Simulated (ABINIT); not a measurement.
# Pd (P6_3/mmc) in ABINIT: notebook

The runs below take Pd through single point, with PBE.

Program: ABINIT 10.8.3 (patched build). These are calculated values, not measurements. Logs are shortened: lines on timing, memory, paths and dates and some standing lists are left out, and cuts for length are marked. The log counts tension as positive stress, the text compression.

### Step 1. Starting point

Symmetry: P6_3/mmc, No. 194, hexagonal system. The conventional cell has a = 2.784 Å, b = 2.784 Å, c = 4.629 Å, α = 90.00°, β = 90.00°, γ = 120.00°. Pd (site symmetry -6m2) is surrounded by 12 Pd at 2.78 to 2.82 Å.

This isn't the form of Pd at room conditions, which is fcc.

### Step 2. Single point, PBE

Input file run.abi:

```
# Pseudopotentials
pp_dirpath "./"
pseudos "Pd.upf"

# Structure
acell 5.2603645593 5.2603645593 8.7473400302
rprim
     1.0000000000     0.0000000000     0.0000000000
    -0.5000000000     0.8660254038     0.0000000000
     0.0000000000     0.0000000000     1.0000000000
ntypat 1
znucl 46
natom 2
typat 1 1
xred
     0.3333333333     0.6666666667     0.2500000000
     0.6666666667     0.3333333333     0.7500000000

# Plane-wave basis
ecut 41.0

# k points
kptopt 1
ngkpt 11 11 6
nshiftk 1
shiftk 0.0 0.0 0.0

# Exchange and correlation
ixc 11

# Bands and occupations
nband 22
occopt 3
tsmear 0.00183747

# SCF cycle
nstep 100
tolvrs 1.0e-10

# Output
iomode 3
prtwf 0
prteig 0
prtebands 0
enunit 2
prtden 1
prtvha 1
prtvclmb 1
prtpot 1
prtelf 1
```

Potentials or basis: PseudoDojo NC SR PBE v0.4 stringent.

Launch:

```console
> abinit run.abi > log 2>&1
```

run.abo:

```text
.Version 10.8.3 of ABINIT
 Symmetries : space group P6_3/m m c (#194); Bravais hP (primitive hexag.)
================================================================================
 Values of the parameters that define the memory need of the present run
     intxc =       0    ionmov =       0      iscf =       7    lmnmax =       6
     lnmax =       6     mgfft =      54  mpssoang =       3    mqgrid =    3001
     natom =       2  nloc_mem =       1    nspden =       1   nspinor =       1
    nsppol =       1      nsym =      24    n1xccc =    2501    ntypat =       1
    occopt =       3   xclevel =       2
       mpw =        2655          nfft =       55296          nkpt =          64
================================================================================
================================================================================

--------------------------------------------------------------------------------
------------- Echo of variables that govern the present computation ------------
--------------------------------------------------------------------------------
 -outvars: echo values of preprocessed input variables --------
            acell      5.2603645593E+00  5.2603645593E+00  8.7473400302E+00 Bohr
              amu      1.06420000E+02
             ecut      4.10000000E+01 Hartree
           enunit           2
                       outvar_i_n : Printing only first  50 k-points.
              ixc          11
                       outvar_i_n : Printing only first  50 k-points.
         kptrlatt       11    0    0      0   11    0      0    0    6
          kptrlen      5.24840402E+01
            natom           2
            nband          22
            ngfft          32      32      54
             nkpt          64
            nstep         100
             nsym          24
           ntypat           1
                       prtocc : prtvol=0, do not print more k-points.
           occopt           3
        prtebands           0
           prteig           0
           prtelf           1
           prtpot           1
         prtvclmb           1
           prtvha           1
            prtwf           0
            rprim      1.0000000000E+00  0.0000000000E+00  0.0000000000E+00
                      -5.0000000000E-01  8.6602540380E-01  0.0000000000E+00
                       0.0000000000E+00  0.0000000000E+00  1.0000000000E+00
          spgroup         194
           tolvrs      1.00000000E-10
           tsmear      1.83747000E-03 Hartree
            typat      1  1
                       outvars : Printing only first  50 k-points.
           xangst     -8.0542189207E-18  1.6071497625E+00  1.1572232492E+00
                       1.3918325220E+00  8.0357488124E-01  3.4716697476E+00
            xcart     -1.5220267918E-17  3.0370728944E+00  2.1868350076E+00
                       2.6301822796E+00  1.5185364472E+00  6.5605050227E+00
             xred      3.3333333333E-01  6.6666666667E-01  2.5000000000E-01
                       6.6666666667E-01  3.3333333333E-01  7.5000000000E-01
            znucl       46.00000

================================================================================

 chkinp: Checking input parameters for consistency.

================================================================================
== DATASET  1 ==================================================================

--- !DatasetInfo
iteration_state: {dtset: 1, }
dimensions: {natom: 2, nkpt: 64, mband: 22, nsppol: 1, nspinor: 1, nspden: 1, mpw: 2655, }
cutoff_energies: {ecut:  41.0, pawecutdg:  -1.0, }
electrons: {nelect:   3.60000000E+01, charge:   0.00000000E+00, occopt:   3.00000000E+00, tsmear:   1.83747000E-03, }
meta: {optdriver: 0, ionmov: 0, optcell: 0, iscf: 7, paral_kgb: 0, }
...

 Exchange-correlation functional for the present dataset will be:
  GGA: Perdew-Burke-Ernzerhof functional - ixc=11
  J.P.Perdew, K.Burke, M.Ernzerhof, PRL 77, 3865 (1996)

 Real(R)+Recip(G) space primitive vectors, cartesian coordinates (Bohr,Bohr^-1):
 R(1)=  5.2603646  0.0000000  0.0000000  G(1)=  0.1901009  0.1097548  0.0000000
 R(2)= -2.6301823  4.5556093  0.0000000  G(2)=  0.0000000  0.2195096  0.0000000
 R(3)=  0.0000000  0.0000000  8.7473400  G(3)=  0.0000000  0.0000000  0.1143205
 Unit cell volume ucvol=  2.0962271E+02 bohr^3
 Angles (23,13,12)=  9.00000000E+01  9.00000000E+01  1.20000000E+02 degrees

 getcut: wavevector=  0.0000  0.0000  0.0000  ngfft=  32  32  54
         ecut(hartree)=     41.000   => boxcut(ratio)=   2.11046

--- Pseudopotential description ------------------------------------------------
- pspini: atom type   1  psp file is ./Pd.upf
12 -101130 2 -1 1252                          pspcod,pspxc,lmax,lloc,mmax
     nproj     2     2     2

   1.87864006E+03                                ecore*ucvol(ha*bohr**3)
--------------------------------------------------------------------------------

================================================================================

--- !BeginCycle
iteration_state: {dtset: 1, }
solver: {iscf: 7, nstep: 100, nline: 4, wfoptalg: 0, }
tolerances: {tolvrs: 1.00E-10, }
...

     iter   Etot(hartree)      deltaE(h)  residm     vres2
 ETOT  1  -270.66966403291    -2.707E+02 2.856E-01 4.411E+02
 ETOT  2  -270.77353842311    -1.039E-01 1.639E-02 6.534E+02
 ETOT  3  -270.97559803824    -2.021E-01 6.033E-03 2.488E-01
 ETOT  4  -270.97572318868    -1.252E-04 9.953E-04 9.524E-03
 ETOT  5  -270.97572355417    -3.655E-07 1.294E-03 1.561E-03
 ETOT  6  -270.97572425077    -6.966E-07 6.266E-04 7.937E-05
 ETOT  7  -270.97572428293    -3.215E-08 8.413E-04 4.546E-07
 ETOT  8  -270.97572428307    -1.440E-10 2.699E-04 4.545E-09
 ETOT  9  -270.97572428307    -2.842E-12 2.840E-04 4.008E-11

 At SCF step    9       vres2   =  4.01E-11 < tolvrs=  1.00E-10 =>converged.

 Compute ELF
--------------------------------------------------------------------------------

 Compute kinetic energy density

 Compute gradient of the electron density
 Electron Localization Function (ELF) [min:0;max:1]
)     Maximum=    7.8807E-01  at reduced coord.    0.7813    0.2813    0.8148
)     Minimum=    1.0437E-03  at reduced coord.    0.3125    0.6563    0.2407
   Integrated=    5.8512E+01

--------------------------------------------------------------------------------
 End of ELF section

 Cartesian components of stress tensor (hartree/bohr^3)
  sigma(1 1)=  5.66109440E-05  sigma(3 2)=  0.00000000E+00
  sigma(2 2)=  5.66109425E-05  sigma(3 1)=  0.00000000E+00
  sigma(3 3)=  4.76227562E-05  sigma(2 1)=  0.00000000E+00

--- !ResultsGS
iteration_state: {dtset: 1, }
comment   : Summary of ground state results
lattice_vectors:
- [  5.2603646,   0.0000000,   0.0000000, ]
- [ -2.6301823,   4.5556093,   0.0000000, ]
- [  0.0000000,   0.0000000,   8.7473400, ]
lattice_lengths: [   5.26036,    5.26036,    8.74734, ]
lattice_angles: [ 90.000,  90.000, 120.000, ] # degrees, (23, 13, 12)
lattice_volume:   2.0962271E+02
convergence: {deltae: -2.842E-12, res2:  4.008E-11, residm:  2.840E-04, diffor: null, }
etotal    :  -2.70975724E+02
entropy   :   0.00000000E+00
fermie    :   4.30290765E-01
cartesian_stress_tensor: # hartree/bohr^3
- [  5.66109440E-05,   0.00000000E+00,   0.00000000E+00, ]
- [  0.00000000E+00,   5.66109425E-05,   0.00000000E+00, ]
- [  0.00000000E+00,   0.00000000E+00,   4.76227562E-05, ]
pressure_GPa:  -1.5774E+00
xred      :
- [  3.3333E-01,   6.6667E-01,   2.5000E-01, Pd]
- [  6.6667E-01,   3.3333E-01,   7.5000E-01, Pd]
cartesian_forces: # hartree/bohr
- [ -5.11874261E-29,  -3.84189965E-28,  -0.00000000E+00, ]
- [  5.11874261E-29,   3.84189965E-28,  -0.00000000E+00, ]
force_length_stats: {min:   3.87584935E-28, max:   3.87584935E-28, mean:   3.87584935E-28, }
...

 Integrated electronic density in atomic spheres:
 ------------------------------------------------
 Atom  Sphere_radius  Integrated_density
    1        2.00000         15.23207014
    2        2.00000         15.23207014
================================================================================

 ----iterations are completed or convergence reached----

 Mean square residual over all n,k,spin=   50.919E-08; max=  28.397E-05
 reduced coordinates (array xred) for    2 atoms
       0.333333333333      0.666666666667      0.250000000000
       0.666666666667      0.333333333333      0.750000000000
 rms dE/dt=  9.5832E-28; max dE/dt=  1.6156E-27; dE/dt below (all hartree)
    1       0.000000000000      0.000000000000      0.000000000000
    2       0.000000000000     -0.000000000000      0.000000000000

 cartesian coordinates (angstrom) at end:
    1     -0.00000000000000     1.60714976247844     1.15722324921528
    2      1.39183252196745     0.80357488123922     3.47166974764583

 cartesian forces (hartree/bohr) at end:
    1     -0.00000000000000    -0.00000000000000    -0.00000000000000
    2      0.00000000000000     0.00000000000000    -0.00000000000000
 frms,max,avg= 2.2377227E-28 3.8418997E-28   0.000E+00  0.000E+00  0.000E+00 h/b

 cartesian forces (eV/Angstrom) at end:
    1     -0.00000000000000    -0.00000000000000    -0.00000000000000
    2      0.00000000000000     0.00000000000000    -0.00000000000000
 frms,max,avg= 1.1506833E-26 1.9755842E-26   0.000E+00  0.000E+00  0.000E+00 e/A
 length scales=  5.260364559300  5.260364559300  8.747340030200 bohr
              =  2.783665043935  2.783665043935  4.628892996861 angstroms
 Fermi (or HOMO) energy (hartree) =   0.43029   Average Vxc (hartree)=  -0.49214
 Eigenvalues (hartree) for nkpt=  64  k points:
 kpt#   1, nband= 22, wtk=  0.00138, kpt=  0.0000  0.0000  0.0000 (reduced coord)
  -2.65579   -2.65434   -1.40030   -1.39186   -1.39186   -1.39024   -1.39024   -1.38841
   0.18127    0.24878    0.33026    0.33700    0.33700    0.34903    0.34903    0.37280
   0.37280    0.42176    0.42176    0.46551    0.67417    1.06335
      occupation numbers for kpt#   1
   2.00000    2.00000    2.00000    2.00000    2.00000    2.00000    2.00000    2.00000
   2.00000    2.00000    2.00000    2.00000    2.00000    2.00000    2.00000    2.00000
   2.00000    1.98095    1.98095    0.00000    0.00000    0.00000
 prteigrs : prtvol=0 or 1, do not print more k-points.

 Fermi (or HOMO) energy (eV) =  11.70881   Average Vxc (eV)= -13.39188
 Eigenvalues (   eV  ) for nkpt=  64  k points:
 kpt#   1, nband= 22, wtk=  0.00138, kpt=  0.0000  0.0000  0.0000 (reduced coord)
 -72.26770  -72.22831  -38.10398  -37.87457  -37.87457  -37.83027  -37.83027  -37.78059
   4.93257    6.76956    8.98682    9.17028    9.17028    9.49771    9.49771   10.14447
  10.14447   11.47660   11.47660   12.66718   18.34512   28.93523
 prteigrs : prtvol=0 or 1, do not print more k-points.

--- !EnergyTerms
iteration_state     : {dtset: 1, }
comment             : Components of total free energy in Hartree
kinetic             :  9.10693960469246E+01
hartree             :  5.36278869592962E+01
xc                  : -4.23191230449712E+01
Ewald energy        : -1.98463701987193E+02
psp_core            :  8.96200644674574E+00
local_psp           : -1.86386701452502E+02
non_local_psp       :  2.53628060637792E+00
internal            : -2.70973956425321E+02
'-kT*entropy'       : -1.76785775312737E-03
total_energy        : -2.70975724283074E+02
total_energy_eV     : -7.37362509675119E+03
band_energy         : -2.05206987929360E+01
...

 Cartesian components of stress tensor (hartree/bohr^3)
  sigma(1 1)=  5.66109440E-05  sigma(3 2)=  0.00000000E+00
  sigma(2 2)=  5.66109425E-05  sigma(3 1)=  0.00000000E+00
  sigma(3 3)=  4.76227562E-05  sigma(2 1)=  0.00000000E+00

-Cartesian components of stress tensor (GPa)         [Pressure= -1.5774E+00 GPa]
- sigma(1 1)=  1.66555148E+00  sigma(3 2)=  0.00000000E+00
- sigma(2 2)=  1.66555143E+00  sigma(3 1)=  0.00000000E+00
- sigma(3 3)=  1.40110986E+00  sigma(2 1)=  0.00000000E+00

== END DATASET(S) ==============================================================
================================================================================

 -outvars: echo values of variables after computation  --------
            acell      5.2603645593E+00  5.2603645593E+00  8.7473400302E+00 Bohr
           etotal     -2.7097572428E+02
            fcart     -5.1187426134E-29 -3.8418996534E-28 -0.0000000000E+00
                       5.1187426134E-29  3.8418996534E-28 -0.0000000000E+00
            rprim      1.0000000000E+00  0.0000000000E+00  0.0000000000E+00
                      -5.0000000000E-01  8.6602540380E-01  0.0000000000E+00
                       0.0000000000E+00  0.0000000000E+00  1.0000000000E+00
           strten      5.6610943993E-05  5.6610942455E-05  4.7622756162E-05
                       0.0000000000E+00  0.0000000000E+00  0.0000000000E+00
           xangst     -8.0542189207E-18  1.6071497625E+00  1.1572232492E+00
                       1.3918325220E+00  8.0357488124E-01  3.4716697476E+00
             xred      3.3333333333E-01  6.6666666667E-01  2.5000000000E-01
                       6.6666666667E-01  3.3333333333E-01  7.5000000000E-01
 Calculation completed.
```

Wall time 84 s (1 thread of Arm Neoverse V2, shared host); peak memory 0.12 GiB.

Results:

```yaml
Free_energy: -7373.6251 eV
Pressure: -1.6 GPa
Band_gap_on_the_k_mesh: none (metal or under the smearing width)
Valence_electrons_inside_the_program's_atomic_spheres: Pd 15.23 (radii [1.0584] Å)
```

### Step 3. Single point, PBE

run.abi is that of step 2.

Potentials or basis: PseudoDojo NC SR PBE v0.5 standard.

Launch:

```console
> abinit run.abi > log 2>&1
```

Run time: 85 s. Hardware: 1 thread of Arm Neoverse V2, shared host; peak memory 0.12 GiB.

It converged, with:

```yaml
Free_energy: -7373.6251 eV
Pressure: -1.6 GPa
Band_gap_on_the_k_mesh: none (metal or under the smearing width)
Valence_electrons_inside_the_program's_atomic_spheres: Pd 15.23 (radii [1.0584] Å)
```

Stress tensor (GPa, compression positive):
```
-1.67  0.00  0.00
 0.00 -1.67  0.00
 0.00  0.00 -1.40
```

Levels at points of the mesh, in eV from the Fermi level:
| k point | band 14 | band 15 | band 16 | band 17 | band 18 | band 19 | band 20 | band 21 | band 22 |
| --- | --- | --- | --- | --- | --- | --- | --- | --- | --- |
| (0.00, 0.00, 0.00) | -2.21 | -2.21 | -1.56 | -1.56 | -0.23 | -0.23 | 0.96 | 6.64 | 17.23 |
| (0.00, 0.00, 0.50) | -2.58 | -2.58 | -2.58 | -0.66 | -0.66 | -0.66 | -0.66 | 13.73 | 13.73 |

### Step 4. Single point, PBE

run.abi is that of step 3.

Potentials or basis: PseudoDojo NC SR PBE v0.5 stringent.

Launch:

```console
> abinit run.abi > log 2>&1
```

It took 83 s on 1 thread of Arm Neoverse V2, shared host; peak memory 0.12 GiB.

Results (log left out):

* Free energy: -7373.6251 eV
* Pressure: -1.6 GPa
* Band gap on the k mesh: none (metal or under the smearing width)
* Valence electrons inside the program's atomic spheres: Pd 15.23 (radii [1.0584] Å)

Stress tensor (GPa, compression positive):
```
-1.67  0.00  0.00
 0.00 -1.67  0.00
 0.00  0.00 -1.40
```

Levels at points of the mesh, in eV from the Fermi level:
| k point | band 15 | band 16 | band 17 | band 18 | band 19 | band 20 | band 21 | band 22 |
| --- | --- | --- | --- | --- | --- | --- | --- | --- |
| (0.00, 0.00, 0.00) | -2.21 | -1.56 | -1.56 | -0.23 | -0.23 | 0.96 | 6.64 | 17.23 |
| (0.00, 0.00, 0.50) | -2.58 | -2.58 | -0.66 | -0.66 | -0.66 | -0.66 | 13.73 | 13.73 |

### Step 5. The runs side by side

```tsv
potentials or basis	gap on the mesh (eV)	pressure (GPa)
PseudoDojo NC SR PBE v0.4 stringent	none	-1.6
PseudoDojo NC SR PBE v0.5 standard	none	-1.6
PseudoDojo NC SR PBE v0.5 stringent	none	-1.6
```

Alike in all rows: task single point; level PBE; no spin polarisation; cell as given; k mesh 11 × 11 × 6; cutoff (eV) 1116; smearing fermi-dirac 0.05 eV.

Absolute energies hang on the potentials; compare differences alone.
